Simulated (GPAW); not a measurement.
# Cr (Im-3m) in GPAW: convergence with grid spacing (A)

Aim: find how far grid spacing (A) must go before the results for Cr settle, at LDA. This setting moves, with any that are tied to it; all else stays.

Program: GPAW 26.7.0. These are calculated values, not measurements. Logs are shortened: lines on timing, memory, paths and dates and some standing lists are left out, and cuts for length are marked. The log counts tension as positive stress, the text compression.

## 1. Starting point

Symmetry: Im-3m, No. 229, cubic system. Conventional cell: a = 2.969 Å, b = 2.969 Å, c = 2.969 Å, α = 90.00°, β = 90.00°, γ = 90.00°. Cr (site symmetry m-3m) is surrounded by 8 Cr at 2.57 Å.

## 2. With grid spacing (A) 0.26

Contents of run.py:

```python
from ase import Atoms
from ase.dft.bandgap import bandgap
from ase.io import write
from gpaw import GPAW

atoms = Atoms(['Cr'],
              cell=[[-1.4844496776, 1.4844496776, 1.4844496776],
                    [1.4844496776, -1.4844496776, 1.4844496776],
                    [1.4844496776, 1.4844496776, -1.4844496776]],
              scaled_positions=[[0.0, 0.0, 0.0]],
              pbc=True)
atoms.set_initial_magnetic_moments([3.0])

calc = GPAW(mode='fd',
            h=0.26,
            xc='LDA',
            kpts={'size': (12, 12, 12), 'gamma': True},
            occupations={'name': 'fermi-dirac', 'width': 0.05},
            nbands=11,
            convergence={'density': 1e-05, 'energy': 1e-05},
            maxiter=100,
            txt='gpaw.txt')
atoms.calc = calc
energy = atoms.get_potential_energy()
forces = atoms.get_forces()
calc.write('gs.gpw')
write('result.traj', atoms)
print(f'Energy: {energy:.6f} eV')
print('Forces (eV/A):')
print(forces.round(4))
print('Moments:', calc.get_magnetic_moments().round(3))
print('Fermi level:', round(calc.get_fermi_level(), 4), 'eV')
print(f'Gap: {bandgap(calc)[0]:.4f} eV, direct: {bandgap(calc, direct=True)[0]:.4f} eV')
```

Potentials or basis: the program's PAW data sets (release 1.2.1) made for this functional, fd.

Started as:

```sh
> OMP_NUM_THREADS=1 python run.py
```

It took 22 s on 1 thread of Arm Neoverse V1, shared host; peak memory 0.15 GiB.

Results:

```yaml
Free_energy: -10.6395 eV
Band_gap_on_the_k_mesh: none (metal or under the smearing width)
Net_moment: 0.00 μB per cell
```

## 3. With grid spacing (A) 0.23

Changes to run.py since step 2:

```diff
@@ -14,3 +14,3 @@
 calc = GPAW(mode='fd',
-            h=0.26,
+            h=0.23,
             xc='LDA',
```

Potentials or basis: the program's PAW data sets (release 1.2.1) made for this functional, fd.

Started as:

```sh
> OMP_NUM_THREADS=1 python run.py
```

Run time: 22 s. Hardware: 1 thread of Arm Neoverse V1, shared host; peak memory 0.15 GiB.

What came out:

```
Free energy            : -10.6395 eV
Band gap on the k mesh : none (metal or under the smearing width)
Net moment             : 0.00 μB per cell
```

## 4. With grid spacing (A) 0.2

Changes to run.py since step 3:

```diff
@@ -14,3 +14,3 @@
 calc = GPAW(mode='fd',
-            h=0.23,
+            h=0.2,
             xc='LDA',
```

Started as:

```sh
> OMP_NUM_THREADS=1 python run.py
```

Run time: 69 s. Hardware: 1 thread of Arm Neoverse V1, shared host; peak memory 0.22 GiB.

It converged, with:

| Quantity | Value |
| --- | --- |
| Free energy | -10.3050 eV |
| Band gap on the k mesh | none (metal or under the smearing width) |
| Net moment | 0.00 μB per cell |

## 5. With grid spacing (A) 0.18

Changes to run.py since step 4:

```diff
@@ -14,3 +14,3 @@
 calc = GPAW(mode='fd',
-            h=0.2,
+            h=0.18,
             xc='LDA',
```

Started as:

```sh
> OMP_NUM_THREADS=1 python run.py
```

Wall time 69 s (1 thread of Arm Neoverse V1, shared host); peak memory 0.22 GiB.

Results (log left out):

| Property | Result |
| --- | --- |
| Free energy | -10.3050 eV |
| Band gap on the k mesh | none (metal or under the smearing width) |
| Net moment | 0.00 μB per cell |

## 6. With grid spacing (A) 0.16

Changes to run.py since step 5:

```diff
@@ -14,3 +14,3 @@
 calc = GPAW(mode='fd',
-            h=0.18,
+            h=0.16,
             xc='LDA',
```

Potentials or basis: the program's PAW data sets (release 1.2.1) made for this functional, fd.

Started as:

```sh
> OMP_NUM_THREADS=1 python run.py
```

It took 69 s on 1 thread of Arm Neoverse V1, shared host; peak memory 0.22 GiB.

Results (log left out):

```
Free energy            : -10.3050 eV
Band gap on the k mesh : none (metal or under the smearing width)
Net moment             : 0.00 μB per cell
```

## 7. With grid spacing (A) 0.14

Changes to run.py since step 6:

```diff
@@ -14,3 +14,3 @@
 calc = GPAW(mode='fd',
-            h=0.16,
+            h=0.14,
             xc='LDA',
```

Started as:

```sh
> OMP_NUM_THREADS=1 python run.py
```

Wall time 2.3 min (1 thread of Arm Neoverse V1, shared host); peak memory 0.37 GiB.

It converged, with:

* Free energy: -10.2711 eV
* Band gap on the k mesh: none (metal or under the smearing width)
* Net moment: 0.00 μB per cell

## 8. With grid spacing (A) 0.12

Changes to run.py since step 7:

```diff
@@ -14,3 +14,3 @@
 calc = GPAW(mode='fd',
-            h=0.14,
+            h=0.12,
             xc='LDA',
```

Potentials or basis: the program's PAW data sets (release 1.2.1) made for this functional, fd.

Started as:

```sh
> OMP_NUM_THREADS=1 python run.py
```

gpaw.txt:

```text
__  _  _
 | _ |_)|_||  |
 |__||  | ||/\| - 26.7.0

Input parameters:
  mode=FD(),
  convergence={'density': 1e-05, 'energy': 1e-05},
  h=0.12,
  kpts=MonkhorstPack(size=(12, 12, 12), gamma=True),
  maxiter=100,
  nbands=11,
  occupations=Occupations(name='fermi-dirac', width=0.05),
  xc=XC(name='LDA')

Diagonalizing LCAO Hamiltonian
Converting LCAO to fd mode

       Cr

Atoms  # Å, Bohr magnetons
|   | symbol |        x |        y |        z |    initial magnetic moments |
|---|--------|----------|----------|----------|-----------------------------|
| 0 |     Cr | 0.000000 | 0.000000 | 0.000000 | ( 0.0000,  0.0000,  3.0000) |

Unit cell  # Å
| periodic |         x |         y |         z |  lengths |     angles |
|----------|-----------|-----------|-----------|----------|------------|
|      yes | -1.484450 |  1.484450 |  1.484450 | 2.571142 | 109.471221 |
|      yes |  1.484450 | -1.484450 |  1.484450 | 2.571142 | 109.471221 |
|      yes |  1.484450 |  1.484450 | -1.484450 | 2.571142 | 109.471221 |

Number of symmetries: 48
Symmetry operations  # r_c * U_cc + t_c -> r_c
|    | kind |            matrix            |
|----|------|------------------------------|
|  0 |  σ   |  1, 1, 1,  0, 0,-1,  0,-1, 0 |
|  1 |  C4  |  1, 1, 1,  0, 0,-1, -1, 0, 0 |
|  2 |  C2  |  1, 1, 1,  0,-1, 0,  0, 0,-1 |
|  3 |  S6  |  1, 1, 1,  0,-1, 0, -1, 0, 0 |
|  4 |  S6  |  1, 1, 1, -1, 0, 0,  0, 0,-1 |
|  5 |  C4  |  1, 1, 1, -1, 0, 0,  0,-1, 0 |
|  6 |  E   |  1, 0, 0,  0, 1, 0,  0, 0, 1 |
|  7 |  σ   |  1, 0, 0,  0, 1, 0, -1,-1,-1 |
|  8 |  σ   |  1, 0, 0,  0, 0, 1,  0, 1, 0 |
|  9 |  C3  |  1, 0, 0,  0, 0, 1, -1,-1,-1 |
| 10 |  C3  |  1, 0, 0, -1,-1,-1,  0, 1, 0 |
| 11 |  σ   |  1, 0, 0, -1,-1,-1,  0, 0, 1 |
| 12 |  σ   |  0, 1, 0,  1, 0, 0,  0, 0, 1 |
| 13 |  C2  |  0, 1, 0,  1, 0, 0, -1,-1,-1 |
| 14 |  C3  |  0, 1, 0,  0, 0, 1,  1, 0, 0 |
| 15 |  S4  |  0, 1, 0,  0, 0, 1, -1,-1,-1 |
| 16 |  S4  |  0, 1, 0, -1,-1,-1,  1, 0, 0 |
| 17 |  C3  |  0, 1, 0, -1,-1,-1,  0, 0, 1 |
| 18 |  C3  |  0, 0, 1,  1, 0, 0,  0, 1, 0 |
| 19 |  S4  |  0, 0, 1,  1, 0, 0, -1,-1,-1 |
| 20 |  σ   |  0, 0, 1,  0, 1, 0,  1, 0, 0 |
| 21 |  C3  |  0, 0, 1,  0, 1, 0, -1,-1,-1 |
| 22 |  C2  |  0, 0, 1, -1,-1,-1,  1, 0, 0 |
| 23 |  S4  |  0, 0, 1, -1,-1,-1,  0, 1, 0 |
| 24 |  C4  |  0, 0,-1,  1, 1, 1,  0,-1, 0 |
| 25 |  σ   |  0, 0,-1,  1, 1, 1, -1, 0, 0 |
| 26 |  S6  |  0, 0,-1,  0,-1, 0,  1, 1, 1 |
| 27 |  C2  |  0, 0,-1,  0,-1, 0, -1, 0, 0 |
| 28 |  C4  |  0, 0,-1, -1, 0, 0,  1, 1, 1 |
| 29 |  S6  |  0, 0,-1, -1, 0, 0,  0,-1, 0 |
| 30 |  S6  |  0,-1, 0,  1, 1, 1,  0, 0,-1 |
| 31 |  C4  |  0,-1, 0,  1, 1, 1, -1, 0, 0 |
| 32 |  C4  |  0,-1, 0,  0, 0,-1,  1, 1, 1 |
| 33 |  S6  |  0,-1, 0,  0, 0,-1, -1, 0, 0 |
| 34 |  σ   |  0,-1, 0, -1, 0, 0,  1, 1, 1 |
| 35 |  C2  |  0,-1, 0, -1, 0, 0,  0, 0,-1 |
| 36 |  C2  | -1, 0, 0,  1, 1, 1,  0, 0,-1 |
| 37 |  S6  | -1, 0, 0,  1, 1, 1,  0,-1, 0 |
| 38 |  S6  | -1, 0, 0,  0, 0,-1,  1, 1, 1 |
| 39 |  C2  | -1, 0, 0,  0, 0,-1,  0,-1, 0 |
| 40 |  C2  | -1, 0, 0,  0,-1, 0,  1, 1, 1 |
| 41 |  i   | -1, 0, 0,  0,-1, 0,  0, 0,-1 |
| 42 |  S4  | -1,-1,-1,  1, 0, 0,  0, 1, 0 |
| 43 |  C3  | -1,-1,-1,  1, 0, 0,  0, 0, 1 |
| 44 |  C3  | -1,-1,-1,  0, 1, 0,  1, 0, 0 |
[... 70 lines left out ...]
    |    d |        |      24.083 |    1.111 |

    Using partial waves for Cr as LCAO basis

Reference energy: -28526.683362  # eV

eigensolver:
  PPCG
  Converge bands: occupied
  niter=2

density mixing:
  MSR1-Mixer
  Pratt-step length: 0.05
  Maximum mixing coefficient: 0.75
  Old densities: 10
  SVD Regularization: 0.005
  Good broyden scale: 1.0
  Trust region scale: 1.0
  Backstep threshold: 4.0
  History deletion threshold: 6.0
  Fourier metric: weight=20.0, sigma=0.015

occupation numbers:
  Fermi-Dirac:
    width: 0.0500  # eV

FastPoissonSolver using
    Stencil: 8*3+1=25 point O(h^6) finite-difference Laplacian
    FFT axes: [np.int64(0), np.int64(1), np.int64(2)]
    FST axes: []

xc functional:
  name: None
interpolation: tri-quintic # 5. degree polynomial

convergence criteria:
- Maximum integral of absolute [dens]ity change: 1e-05 electrons / valence electron
- Maximum [total energy] change in last 3 cyles: 1e-05 eV / valence electron
- Maximum integral of absolute [eigenst]ate change: 4e-08 eV^2 / valence electron
maximum number of iterations: 100

SCF iterations
|iter     | |      energy | eigst |  dens |  magmom |
|---------|-|-------------|-------|-------|---------|
|iter:   1| |   -9.393344 | +0.79 |       |  +2.9980|
|iter:   2| |   -9.433880 | -0.73 | -0.45 |  +2.9120|
|iter:   3| |  -10.083733 | -0.46 | -0.46 |  +1.2323|
|iter:   4| |  -10.264711 | -0.67 | -0.79 |  +0.3676|
|iter:   5| |  -10.249887 | -0.95 | -1.12 |  -0.4435|
|iter:   6| |  -10.266114 | -1.47 | -1.09 |  +0.1185|
|iter:   7| |  -10.268245 | -2.43 | -1.69 |  -0.0097|
|iter:   8| |  -10.268300 | -2.87 | -2.64 |  +0.0028|
|iter:   9| |  -10.268328 | -3.19 | -3.07 |  -0.0019|
|iter:  10| |  -10.268336c| -3.57 | -3.41 |  -0.0002|
|iter:  11| |  -10.268340c| -3.87 | -4.16 |  -0.0002|
|iter:  12| |  -10.268341c| -4.20 | -4.25 |  +0.0000|
|iter:  13| |  -10.268343c| -4.46 | -5.09c|  +0.0000|
|iter:  14| |  -10.268343c| -4.76 | -4.87 |  +0.0000|
|iter:  15| |  -10.268343c| -5.01 | -5.08c|  +0.0000|
|iter:  16| |  -10.268343c| -5.32 | -4.83 |  +0.0000|
|iter:  17| |  -10.268343c| -5.60 | -5.31c|  +0.0000|
|iter:  18| |  -10.268343c| -5.89 | -5.34c|  +0.0000|
|iter:  19| |  -10.268343c| -6.22 | -5.24c|  +0.0000|
|iter:  20| |  -10.268343c| -6.43 | -5.39c|  +0.0000|
|iter:  21| |  -10.268343c| -6.77 | -5.14c|  +0.0000|
|iter:  22| |  -10.268343c| -6.97 | -5.36c|  +0.0000|
|iter:  23| |  -10.268343c| -7.35 | -5.23c|  +0.0000|
|iter:  24| |  -10.268343c| -7.65c| -5.86c|  -0.0000|

Converged in 24 steps
Energy contributions relative to reference atoms: (reference = -28526.683362)

Energy contributions:
  Kinetic:         -23.523775
  Coulomb:          15.968191
  Zero:              0.111792
  External:          0.000000
  Xc:               -2.821751
  Entropy:          -0.005601
  Spinorbit:         0.000000
  ----------------------------
  Free energy:     -10.271144
  Extrapolated:    -10.268343

dipole moment: (-3.689429, -3.689429, -3.689429)  # |e|*Ang

Total magnetic moment: (0.000000, 0.000000, -0.000000)

Local magnetic moments
|        x |        y |         z |
|----------|----------|-----------|
| 0.000000 | 0.000000 | -0.000002 |  # Cr   0

Fermi level: 9.181
Eigenvalues  # (at kpt = [-0.000, -0.000, -0.000])
| band index |      eig [eV] | occ [0-1] |      eig [eV] | occ [0-1] |
|------------|---------------|-----------|---------------|-----------|
|          0 |         1.927 |     1.000 |         1.927 |     1.000 |
|          1 |         8.440 |     1.000 |         8.440 |     1.000 |
|          2 |         8.440 |     1.000 |         8.440 |     1.000 |
|          3 |         8.440 |     1.000 |         8.440 |     1.000 |
|          4 |        10.095 |     0.000 |        10.095 |     0.000 |
|          5 |        10.095 |     0.000 |        10.095 |     0.000 |
|          6 |        14.887 |     0.000 |        14.887 |     0.000 |
|          7 |        18.311 |     0.000 |        18.311 |     0.000 |
|          8 |        18.311 |     0.000 |        18.311 |     0.000 |
|          9 |        18.313 |     0.000 |        18.313 |     0.000 |
|         10 |        31.513 |     0.000 |        31.513 |     0.000 |

No gap
No difference between direct/indirect transitions

Forces  # eV/Ang
|       x |       y |        z |
|---------|---------|----------|
| 0.00000 | 0.00000 | -0.00000 |  # Cr   0

# Writing to gs.gpw (mode='')
```

stdout:

```text
Energy: -10.268343 eV
Forces (eV/A):
[[ 0.  0. -0.]]
Moments: [-0.]
Fermi level: 9.1812 eV
Gap: 0.0000 eV, direct: 0.0000 eV
```

Wall time 2.3 min (1 thread of Arm Neoverse V1, shared host); peak memory 0.37 GiB.

What came out:

```
Free energy            : -10.2711 eV
Band gap on the k mesh : none (metal or under the smearing width)
Net moment             : 0.00 μB per cell
```

## 9. Result

| grid spacing (A) | energy less the tightest run, at zero smearing (meV/atom) | SCF cycles | CPU time (s) | peak memory (GiB) |
| --- | --- | --- | --- | --- |
| 0.26 | -368.70 | 16 | 22 | 0.15 |
| 0.23 | -368.70 | 16 | 22 | 0.15 |
| 0.2 | -33.85 | 23 | 69 | 0.22 |
| 0.18 | -33.85 | 23 | 69 | 0.22 |
| 0.16 | -33.85 | 23 | 69 | 0.22 |
| 0.14 | 0.00 | 24 | 140 | 0.37 |
| 0.12 | 0.00 | 24 | 140 | 0.37 |

Against the tightest run, the energy stays within 1 meV/atom from 0.14 on. The tightest run that finished is the yardstick and may itself not be fully converged.

Caveats: the real-space grid adds noise to forces; the starting moments collapsed, and a magnetic state may lie lower.
